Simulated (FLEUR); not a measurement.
# Pb (Fm-3m) in FLEUR: further runs, part 2 of 3

FLEUR MaX-R8.1 (patched build s14). The steps go on from the part before.

## 3. Band structure, PBE

Input file inp.xml:

```xml
<?xml version="1.0" encoding="UTF-8" standalone="no"?>
<fleurInput fleurInputVersion="0.39">
   <comment>
      Pb                                                                                                  
   </comment>
   <calculationSetup>
      <cutoffs Kmax="3.5" Gmax="17.5" GmaxXC="17.5" numbands="0"/>
      <scfLoop itmax="60" minDistance="0.00001" maxIterBroyd="15" imix="Anderson" alpha="0.05" precondParam="0.0" spinf="2.0" sdNocoIR="T"/>
      <coreElectrons ctail="T" frcor="F" kcrel="0" coretail_lmax="0"/>
      <xcFunctional name="pbe" relativisticCorrections="F"/>
      <magnetism jspins="1"/>
      <soc l_soc="F" theta="0.0" phi="0.0" spav="F"/>
      <expertModes spex="0" secvar="F"/>
      <geometryOptimization l_f="F" forcealpha="1.0" forcemix="BFGS" epsdisp="0.00001" epsforce="0.00001"/>
      <ldaU l_linMix="F" mixParam="0.05" spinf="1.0"/>
   </calculationSetup>
   <cell>
      <bzIntegration valenceElectrons="20.0" mode="hist" fermiSmearingEnergy="0.00183747">
         <kPointListSelection listName="default-1"/>
         <!-- k-points included here -->
         <xi:include xmlns:xi="http://www.w3.org/2001/XInclude" href="kpts.xml"> </xi:include>
      </bzIntegration>
      <!-- symmetry operations included here -->
      <xi:include xmlns:xi="http://www.w3.org/2001/XInclude" href="sym.xml"> </xi:include>
      <bulkLattice scale="1.0">
         <bravaisMatrix>
            <row-1>    0.0000000000000000     4.6771099529074922     4.6771099529074922</row-1>
            <row-2>    4.6771099529074922     0.0000000000000000     4.6771099529074922</row-2>
            <row-3>    4.6771099529074922     4.6771099529074922     0.0000000000000000</row-3>
         </bravaisMatrix>
      </bulkLattice>
   </cell>
   <atomSpecies>
      <species name="Lead (Pb)" element="Pb" atomicNumber="82">
         <mtSphere radius="2.66" gridPoints="879" logIncrement="0.015"/>
         <atomicCutoffs lmax="9" lnonsphr="7"/>
         <electronConfig flipSpins="F">
            <coreConfig>(1s1/2) (2s1/2) (2p1/2) (2p3/2) (3s1/2) (3p1/2) (3p3/2) (4s1/2) (3d3/2) (3d5/2) (4p1/2) (4p3/2) (4d3/2) (4d5/2) (4f5/2) (4f7/2) (5s1/2)</coreConfig>
            <valenceConfig>(5p1/2) (5p3/2) (6s1/2) (5d3/2) (5d5/2) (6p1/2) (6p3/2)</valenceConfig>
            <stateOccupation state="(6p1/2)" spinUp="0.333333" spinDown="0.333333"/>
            <stateOccupation state="(6p3/2)" spinUp="0.666667" spinDown="0.666667"/>
         </electronConfig>
         <energyParameters s="6" p="6" d="5" f="5"/>
         <lo type="SCLO" l="1" n="5" eDeriv="0"/>
         <lo type="SCLO" l="1" n="5" eDeriv="1"/>
         <lo type="SCLO" l="0" n="6" eDeriv="2"/>
         <lo type="SCLO" l="2" n="5" eDeriv="2"/>
         <lo type="SCLO" l="3" n="5" eDeriv="2"/>
      </species>
   </atomSpecies>
   <atomGroups>
      <atomGroup species="Lead (Pb)">
         <relPos label="                   1">.0000000000 .0000000000 .0000000000</relPos>
         <force calculate="T" relaxXYZ="TTT"/>
      </atomGroup>
   </atomGroups>
   <output dos="F" band="F" slice="F">
      <checks vchk="F" cdinf="F"/>
      <bandDOS minEnergy="-.5*Htr" maxEnergy="0.5*Htr" sigma="0.015" storeEVData="T"/>
      <vacuumDOS vacdos="F" integ="F" star="F" nstars="0" locx1="0.0" locy1="0.0" locx2="0.0" locy2="0.0" nstm="0" tworkf="0.0"/>
      <unfoldingBand unfoldBand="F" supercellX="1" supercellY="1" supercellZ="1"/>
      <plotting iplot="0" polar="F">
         <plot TwoD="T" vec1="  1.0  0.0  0.0" vec2="  0.0  1.0  0.0" vec3="  0.0  0.0  1.0" zero="  0.0  0.0  0.0" file="plot"/>
      </plotting>
      <chargeDensitySlicing numkpt="0" minEigenval="0.0" maxEigenval="0.0" nnne="0" pallst="F"/>
      <specialOutput eonly="F"/>
      <moessbauerParams electricFieldGradient="T" isomerShift="T" coreHyperfine="T" valenceHyperfine="T"/>
      <magneticCircularDichroism mcd="F" energyLo="-10.0" energyUp="0.0"/>
   </output>
  <!-- We include the file relax.xml here to enable relaxations (see documentation) -->
  <xi:include xmlns:xi="http://www.w3.org/2001/XInclude" href="relax.xml"> <xi:fallback/> </xi:include>
</fleurInput>
```

Input file crystal.txt:

```
Pb
&input cartesian=F /
0.0000000000  2.4750200000  2.4750200000
2.4750200000  0.0000000000  2.4750200000
2.4750200000  2.4750200000  0.0000000000
1.8897261246
1.0 1.0 1.0

1
82 0.0000000000  0.0000000000  0.0000000000

&kpt div1=9 div2=9 div3=9 gamma=T /
```

Input file inp.xml (bands):

```
<?xml version="1.0" encoding="UTF-8" standalone="no"?>
<fleurInput fleurInputVersion="0.39">
   <comment>
      Pb                                                                                                  
   </comment>
   <calculationSetup>
      <cutoffs Kmax="3.5" Gmax="17.5" GmaxXC="17.5" numbands="0"/>
      <scfLoop itmax="60" minDistance="0.00001" maxIterBroyd="15" imix="Anderson" alpha="0.05" precondParam="0.0" spinf="2.0" sdNocoIR="T"/>
      <coreElectrons ctail="T" frcor="F" kcrel="0" coretail_lmax="0"/>
      <xcFunctional name="pbe" relativisticCorrections="F"/>
      <magnetism jspins="1"/>
      <soc l_soc="F" theta="0.0" phi="0.0" spav="F"/>
      <expertModes spex="0" secvar="F"/>
      <geometryOptimization l_f="F" forcealpha="1.0" forcemix="BFGS" epsdisp="0.00001" epsforce="0.00001"/>
      <ldaU l_linMix="F" mixParam="0.05" spinf="1.0"/>
   </calculationSetup>
   <cell>
      <bzIntegration valenceElectrons="20.0" mode="hist" fermiSmearingEnergy="0.00183747">
         <kPointListSelection listName="path-1"/>
         <!-- k-points included here -->
         <xi:include xmlns:xi="http://www.w3.org/2001/XInclude" href="kpts.xml"> </xi:include>
      </bzIntegration>
      <!-- symmetry operations included here -->
      <xi:include xmlns:xi="http://www.w3.org/2001/XInclude" href="sym.xml"> </xi:include>
      <bulkLattice scale="1.0">
         <bravaisMatrix>
            <row-1>    0.0000000000000000     4.6771099529074922     4.6771099529074922</row-1>
            <row-2>    4.6771099529074922     0.0000000000000000     4.6771099529074922</row-2>
            <row-3>    4.6771099529074922     4.6771099529074922     0.0000000000000000</row-3>
         </bravaisMatrix>
      </bulkLattice>
   </cell>
   <atomSpecies>
      <species name="Lead (Pb)" element="Pb" atomicNumber="82">
         <mtSphere radius="2.66" gridPoints="879" logIncrement="0.015"/>
         <atomicCutoffs lmax="9" lnonsphr="7"/>
         <electronConfig flipSpins="F">
            <coreConfig>(1s1/2) (2s1/2) (2p1/2) (2p3/2) (3s1/2) (3p1/2) (3p3/2) (4s1/2) (3d3/2) (3d5/2) (4p1/2) (4p3/2) (4d3/2) (4d5/2) (4f5/2) (4f7/2) (5s1/2)</coreConfig>
            <valenceConfig>(5p1/2) (5p3/2) (6s1/2) (5d3/2) (5d5/2) (6p1/2) (6p3/2)</valenceConfig>
            <stateOccupation state="(6p1/2)" spinUp="0.333333" spinDown="0.333333"/>
            <stateOccupation state="(6p3/2)" spinUp="0.666667" spinDown="0.666667"/>
         </electronConfig>
         <energyParameters s="6" p="6" d="5" f="5"/>
         <lo type="SCLO" l="1" n="5" eDeriv="0"/>
         <lo type="SCLO" l="1" n="5" eDeriv="1"/>
         <lo type="SCLO" l="0" n="6" eDeriv="2"/>
         <lo type="SCLO" l="2" n="5" eDeriv="2"/>
         <lo type="SCLO" l="3" n="5" eDeriv="2"/>
      </species>
   </atomSpecies>
   <atomGroups>
      <atomGroup species="Lead (Pb)">
         <relPos label="                   1">.0000000000 .0000000000 .0000000000</relPos>
         <force calculate="T" relaxXYZ="TTT"/>
      </atomGroup>
   </atomGroups>
   <output dos="F" band="T" slice="F">
      <checks vchk="F" cdinf="F"/>
      <bandDOS minEnergy="-.5*Htr" maxEnergy="0.5*Htr" sigma="0.015" storeEVData="T"/>
      <vacuumDOS vacdos="F" integ="F" star="F" nstars="0" locx1="0.0" locy1="0.0" locx2="0.0" locy2="0.0" nstm="0" tworkf="0.0"/>
      <unfoldingBand unfoldBand="F" supercellX="1" supercellY="1" supercellZ="1"/>
      <plotting iplot="0" polar="F">
         <plot TwoD="T" vec1="  1.0  0.0  0.0" vec2="  0.0  1.0  0.0" vec3="  0.0  0.0  1.0" zero="  0.0  0.0  0.0" file="plot"/>
      </plotting>
      <chargeDensitySlicing numkpt="0" minEigenval="0.0" maxEigenval="0.0" nnne="0" pallst="F"/>
      <specialOutput eonly="F"/>
      <moessbauerParams electricFieldGradient="T" isomerShift="T" coreHyperfine="T" valenceHyperfine="T"/>
      <magneticCircularDichroism mcd="F" energyLo="-10.0" energyUp="0.0"/>
   </output>
  <!-- We include the file relax.xml here to enable relaxations (see documentation) -->
  <xi:include xmlns:xi="http://www.w3.org/2001/XInclude" href="relax.xml"> <xi:fallback/> </xi:include>
</fleurInput>
```

Potentials or basis: all-electron, FLAPW.

Command:

```sh
$ inpgen -f crystal.txt -profile veryFastHighL
$ # inp.xml edited to the form shown
$ fleur_MPI
$ fleur_MPI   # second run, on inp.xml (bands)
```

The program printed:

```text
Welcome to FLEUR        (www.flapw.de)
      MaX-Release 8.1          (www.max-centre.eu)

 ========== k-point set info ==========
 Selected k-point list: default-1
 k-point list type: mesh
 9 x 9 x 9
 Number of k points: 35

 ------------Calculation Setup---------------------------
 Number of MPI-tasks      :            1
 Number of PE/node        :            1
 Number of OMP-threads    :            1
 Most efficient MPI parallelization for:
           1           5           7          35
 Additional eigenvalue parallelization possible
 Number of basis functions:          204
 Approximate size of matrices (H+S) per k-point:         0.001 GB
 --------------------------------------------------------
 Iteration:     1   Distance:      10.82436680 me/bohr^3
 Iteration:     2   Distance:      10.19301475 me/bohr^3
 Iteration:     3   Distance:       3.09225233 me/bohr^3
 Iteration:     4   Distance:       0.21243957 me/bohr^3
 Iteration:     5   Distance:       0.21163611 me/bohr^3
 Iteration:     6   Distance:       0.04522884 me/bohr^3
 Iteration:     7   Distance:       0.00242514 me/bohr^3
 Iteration:     8   Distance:       0.00237715 me/bohr^3
 Iteration:     9   Distance:       0.00025729 me/bohr^3
 Iteration:    10   Distance:       0.00006824 me/bohr^3
 Iteration:    11   Distance:       0.00001010 me/bohr^3
 Iteration:    12   Distance:       0.00000132 me/bohr^3

 ********************************************************************
 Run finished successfully
 Stop message:
   all done
 ********************************************************************
```

output (bands):

```text
Welcome to FLEUR        (www.flapw.de)
      MaX-Release 8.1          (www.max-centre.eu)

 ========== k-point set info ==========
 Selected k-point list: path-1
 k-point list type: path
 Number of k points: 60

 ------------Calculation Setup---------------------------
 Number of MPI-tasks      :            1
 Number of PE/node        :            1
 Number of OMP-threads    :            1
 Most efficient MPI parallelization for:
           1           2           3           4           5           6          10          12          15          20          30          60
 Additional eigenvalue parallelization possible
 Number of basis functions:          204
 Approximate size of matrices (H+S) per k-point:         0.001 GB
 --------------------------------------------------------
 Fermi energy correction for metals:
 Fermi energy in bands.* files may not be consistent with last density.
 Please correct it manually (e.g. in band.gnu file).

 Note: Band structure data (together with different weights) is also stored in the banddos.hdf file.
       A convenient way of extracting and plotting the data from that file is by making use of the

 ********************************************************************
 Run finished successfully
 Stop message:
   Charge density postprocessing done.
 ********************************************************************
```

out.xml (last iteration):

```text
<iteration numberForCurrentRun="   12" overallNumber="   12">
         <energyParameters units="Htr">
            <atomicEP atomType="1" spin="1" branch="6s" branchLowest="-4.84" branchHighest="0.60" value="-0.0323750108"/>
            <atomicEP atomType="1" spin="1" branch="6p" branchLowest="-2.70" branchHighest="1.43" value="0.2473687052"/>
            <atomicEP atomType="1" spin="1" branch="5d" branchLowest="-14.29" branchHighest="-0.27" value="-0.2961535336"/>
            <atomicEP atomType="1" spin="1" branch="5f" branchLowest="-4.43" branchHighest="1.89" value="0.5857133281"/>
            <loAtomicEP atomType="1" spin="1" branch="5p" branchLowest="-23.22" branchHighest="-2.70" value="-2.7645592319"/>
            <loAtomicEP atomType="1" spin="1" branch="5p" branchLowest="-23.22" branchHighest="-2.70" value="-2.7645592319"/>
            <loAtomicEP atomType="1" spin="1" branch="6s" branchLowest="-4.84" branchHighest="0.60" value="-0.0323750108"/>
            <loAtomicEP atomType="1" spin="1" branch="5d" branchLowest="-14.29" branchHighest="-0.27" value="-0.3276564574"/>
            <loAtomicEP atomType="1" spin="1" branch="5f" branchLowest="-4.43" branchHighest="1.89" value="0.5857005612"/>
         </energyParameters>
         <eigenvalues>
            <eigenvaluesAt spin="1" ikpt="1" k_x="0.00000000" k_y="0.00000000" k_z="0.00000000">
                      -2.6995604661       -2.6995604661       -2.6995604661       -0.3353223687       -0.3353223687
                      -0.3353223687       -0.3301554699       -0.3301554699       -0.1402061238        0.5647338050
                       0.5647338050        0.5647338050        0.6499882307        0.7089558867        0.7515016210
                       0.7515016210
            </eigenvaluesAt>
            <eigenvaluesAt spin="1" ikpt="2" k_x="0.00000000" k_y="0.00000000" k_z="0.11111111">
                      -2.6995721221       -2.6995595940       -2.6995595940       -0.3352922023       -0.3346516061
                      -0.3346516061       -0.3301081050       -0.3301081050       -0.1314577092        0.4775871871
                       0.5543583943        0.5543583943        0.6359131239        0.7445898301        0.7700418070
                       0.7700418070
            </eigenvaluesAt>
            <eigenvaluesAt spin="1" ikpt="3" k_x="0.00000000" k_y="0.00000000" k_z="0.22222222">
[... 48 lines left out ...]
               <shell n="2" l="0" isomerShift="379129.73812"/>
               <shell n="2" l="1" isomerShift="30103.45920"/>
               <shell n="3" l="0" isomerShift="87671.81527"/>
               <shell n="3" l="1" isomerShift="7816.60437"/>
               <shell n="4" l="0" isomerShift="22673.55676"/>
               <shell n="3" l="2" isomerShift="0.00328"/>
               <shell n="4" l="1" isomerShift="1997.27570"/>
               <shell n="4" l="2" isomerShift="0.00091"/>
               <shell n="4" l="3" isomerShift="0.00000"/>
               <shell n="5" l="0" isomerShift="4846.84595"/>
            </coreIsomerShift>
            <isomerShift atomType="1" nucleusRadius="0.0001398" averageDensity="2991314.90942"/>
            <electricFieldGradient atomType="1" VXX="0.00000" VYY="0.00000" VZZ="0.00000" asymParam="0.00000">
            </electricFieldGradient>
         </moessbauerParams>
         <totalEnergy                                    value="   -20928.2754745625" units="Htr">
            <sumOfEigenvalues                            value="   -12940.3976392198">
               <coreElectrons value="-12921.2982934243"/>
               <valenceElectrons value="-19.0993457955"/>
            </sumOfEigenvalues>
            <densityCoulombPotentialIntegral value="-36795.9287596646"/>
            <densityEffectivePotentialIntegral value="-37306.7953443295"/>
            <chargeDenXCDenIntegral value="-390.3152711192"/>
            <FockExchangeEnergyValence value="0.0000000000"/>
            <FockExchangeEnergyCore value="0.0000000000"/>
            <atomTypeDependentContributions atomType="1">
               <electronNucleiInteractionDifferentMTs value="26465.8009098329"/>
               <MadelungTerm value="-40.5926188878"/>
            </atomTypeDependentContributions>
            <tkbTimesEntropy value="0.0001139087"/>
            <freeEnergy value="-20928.2755884712"/>
            <extrapolationTo0K value="-20928.2755315169"/>
         </totalEnergy>
         <densityConvergence units="me/bohr^3">
            <chargeDensity spin="1" distance="0.0000013169"/>
         </densityConvergence>
      </iteration>
```

Run time: 10 s. Hardware: 1 thread of Arm Neoverse V2, shared host; peak memory 0.06 GiB.

What came out:

```yaml
Free_energy: -569487.3905 eV
Band_gap_along_the_path: none (metal or under the smearing width)
Valence_electrons_inside_the_program's_atomic_spheres: Pb 18.02 (radii Pb 2.66 bohr)
```

Levels at the corners of the path, in eV from the Fermi level:
```tsv
point	band 7	band 8	band 9	band 10	band 11	band 12	band 13	band 14
Γ	-16.78	-16.78	-11.61	7.57	7.57	7.57	9.89	11.49
X	-16.61	-16.61	-6.57	-3.13	2.19	2.19	5.52	6.79
W	-16.73	-16.61	-6.46	-1.23	-1.23	0.41	11.01	12.31
K	-16.71	-16.65	-6.65	-2.14	-1.08	3.12	6.62	11.50
Γ	-16.78	-16.78	-11.61	7.57	7.57	7.57	9.89	11.49
L	-16.65	-16.65	-7.98	-4.07	5.73	5.73	9.37	9.62
U	-16.71	-16.65	-6.65	-2.14	-1.08	3.12	6.62	11.50
W	-16.73	-16.61	-6.46	-1.23	-1.23	0.41	11.01	12.31
L	-16.65	-16.65	-7.98	-4.07	5.73	5.73	9.37	9.62
K	-16.71	-16.65	-6.65	-2.14	-1.08	3.12	6.62	11.50
U	-16.71	-16.65	-6.65	-2.14	-1.08	3.12	6.62	11.50
X	-16.61	-16.61	-6.57	-3.13	2.19	2.19	5.52	6.79
```

Core levels (eV from the Fermi level):
```
atom                                                                                                                                                                                                                                                     levels
1 Pb  1s1/2 -87978.8, 2s1/2 -15718.9, 2p1/2 -15093.0, 2p3/2 -12902.9, 3s1/2 -3769.9, 3p1/2 -3487.9, 3p3/2 -2999.2, 4s1/2 -850.4, 3d3/2 -2536.8, 3d5/2 -2432.8, 4p1/2 -728.5, 4p3/2 -608.8, 4d3/2 -410.4, 4d5/2 -388.1, 4f5/2 -131.3, 4f7/2 -126.3, 5s1/2 -139.5
```

Caveat: spin-orbit coupling is left out, which moves the levels of the heavy elements.

## 4. Equation of state, PBE, 28.50 Å³/atom (volume scaled by 0.94)

Edit inp.xml of step 3 so:

```diff
@@ -24,3 +24,3 @@
       <xi:include xmlns:xi="http://www.w3.org/2001/XInclude" href="sym.xml"> </xi:include>
-      <bulkLattice scale="1.0">
+      <bulkLattice scale="0.9795861087">
          <bravaisMatrix>
```

Command:

```sh
$ inpgen -f crystal.txt -profile veryFastHighL
$ # inp.xml edited to the form shown
$ fleur_MPI
```

It took 8.3 s on 1 thread of Arm Neoverse V2, shared host; peak memory 0.08 GiB.

The run converged. Its results:

```
Free energy                                           : -569487.3447 eV
Band gap on the k mesh                                : none (metal or under the smearing width)
Valence electrons inside the program's atomic spheres : Pb 18.06 (radii Pb 2.66 bohr)
```

## 5. Equation of state, PBE, 29.11 Å³/atom (volume scaled by 0.96)

Edit inp.xml of step 4 so:

```diff
@@ -24,3 +24,3 @@
       <xi:include xmlns:xi="http://www.w3.org/2001/XInclude" href="sym.xml"> </xi:include>
-      <bulkLattice scale="0.9795861087">
+      <bulkLattice scale="0.9864848297">
          <bravaisMatrix>
```

Command:

```sh
$ inpgen -f crystal.txt -profile veryFastHighL
$ # inp.xml edited to the form shown
$ fleur_MPI
```

Wall time 7.9 s (1 thread of Arm Neoverse V2, shared host); peak memory 0.08 GiB.

It converged, with:

| Quantity | Value |
| --- | --- |
| Free energy | -569487.3648 eV |
| Band gap on the k mesh | none (metal or under the smearing width) |
| Valence electrons inside the program's atomic spheres | Pb 18.04 (radii Pb 2.66 bohr) |

## 6. Equation of state, PBE, 30.32 Å³/atom

Edit inp.xml of step 5 so:

```diff
@@ -24,3 +24,3 @@
       <xi:include xmlns:xi="http://www.w3.org/2001/XInclude" href="sym.xml"> </xi:include>
-      <bulkLattice scale="0.9864848297">
+      <bulkLattice scale="1.0000000000">
          <bravaisMatrix>
```

Potentials or basis: all-electron, FLAPW.

Command:

```sh
$ inpgen -f crystal.txt -profile veryFastHighL
$ # inp.xml edited to the form shown
$ fleur_MPI
```

It took 9.3 s on 1 thread of Arm Neoverse V2, shared host; peak memory 0.08 GiB.

Results (log left out):

```yaml
Free_energy: -569487.3905 eV
Band_gap_on_the_k_mesh: none (metal or under the smearing width)
Valence_electrons_inside_the_program's_atomic_spheres: Pb 18.02 (radii Pb 2.66 bohr)
```

[end of part 2 of 3]
